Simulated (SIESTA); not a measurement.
## Cd under changes of volume

One of the cells (22.017 Å³/atom); the others are scaled copies at fixed shape and fractional positions:

```xyz
2
Lattice="2.9986 0.0000 0.0000 -1.4993 2.5969 0.0000 0.0000 0.0000 5.6549" Properties=species:S:1:pos:R:3 pbc="T T T"
Cd    1.4993    0.8656    4.2411
Cd    0.0000    1.7312    1.4137
```

| Property | Result |
| --- | --- |
| Program | SIESTA 5.4.2 |
| Functional | PBEsol |
| Potentials or basis | PseudoDojo 0.4 standard (PBEsol files) |
| Basis | DZP (energy shift 0.003 Ry; two zetas on semicore shells) |
| Grid cutoff | 800 Ry |
| Energy shift | 0.003 Ry |
| k mesh | 10 × 10 × 5 |
| Occupations | fermi-dirac, width 0.05 eV |
| Spin | no spin polarisation |

| volume (Å³/atom) | energy over the lowest point (meV/atom) | pressure (GPa) |
| --- | --- | --- |
| 20.290 | 3.05 | 2.0 |
| 20.722 | 0.00 | 0.3 |
| 21.154 | 0.91 | -1.0 |
| 22.017 | ? | ? |
| 22.449 | 23.33 | -4.3 |
| 22.880 | 35.97 | -5.1 |

**Question.** What does the run at 22.017 Å³/atom give?

**Answer.** Energy over the lowest point 12.92 meV/atom; pressure -3.4 GPa.

Worked out: A Birch-Murnaghan fit of order 3 (a polynomial in V^(-2/3)) to the other rows has its minimum at 20.83 Å³/atom with B0 = V·E''(V) = 70 GPa and B' = 5.3 at fixed shape and positions, which overstates the stiffness. It gives 13.01 meV/atom at 22.017 Å³/atom, against the run's 12.92, and -dE/dV = -3.3 GPa, against -3.4.

Energies are extrapolated to zero smearing.

Caveats: the basis of atomic orbitals isn't converged, which shifts pressures, moduli and gaps.
